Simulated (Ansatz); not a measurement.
# Random displacements in ZnS

The calculation used Ansatz 0.2.0, DFT r2SCAN, scalar-relativistic, plane waves, PAW. Settings: plane waves to 500 eV, k-mesh 6×6×2 (Γ-centred), Gaussian smearing 0.05 eV. No spin polarisation. Energies are free energies at this smearing, counted from the undisturbed cell; pressure is positive in compression.

Zero of the scan (as given, not relaxed at this level):

```
Zn S
1.0
     3.82270    0.00000    0.00000
    -1.91135    3.31056    0.00000
     0.00000    0.00000   12.52000
Zn S
4 4
Direct
  0.00000 0.00000 0.00000
  0.00000 0.00000 0.50000
  0.33333 0.66667 0.25000
  0.66667 0.33333 0.75000
  0.00000 0.00000 0.18750
  0.00000 0.00000 0.68750
  0.33333 0.66667 0.43750
  0.66667 0.33333 0.93750
```

The atoms are displaced (Å, in the unstrained cell):

```csv
atom,ux,uy,uz
Zn1,-0.125,-0.035,-0.042
Zn2,-0.166,0.080,-0.012
Zn3,0.063,-0.022,-0.011
Zn4,-0.130,-0.103,-0.006
S5,0.055,0.101,0.151
S6,0.126,-0.083,-0.158
S7,0.120,-0.010,0.040
S8,0.057,0.072,0.038
```

Strain (Voigt, engineering shear): (0.0226, -0.0024, 0.0128, 0.0567, 0.0608, 0.0227).

What are the energy change, the stress and the forces?

ΔE = 109.8 meV/atom; stress (xx, yy, zz, yz, xz, xy; compression positive) (-3.69, 1.51, -2.99, -1.40, -0.68, -0.49) GPa; gap on the mesh 1.95 eV.
| atom | Fx (eV/Å) | Fy | Fz |
| --- | --- | --- | --- |
| Zn1 | 0.82 | 0.49 | 0.94 |
| Zn2 | 0.72 | -0.57 | -0.32 |
| Zn3 | -0.02 | 0.91 | 0.73 |
| Zn4 | 0.74 | 0.22 | -0.30 |
| S5 | -0.02 | -1.00 | -1.34 |
| S6 | -0.70 | -0.10 | 1.57 |
| S7 | -0.75 | 0.60 | -0.64 |
| S8 | -0.79 | -0.54 | -0.63 |

Cost: 1 run of about 0.44 core-minutes, on Intel Xeon 6975P-C (Granite Rapids) (shared hosts).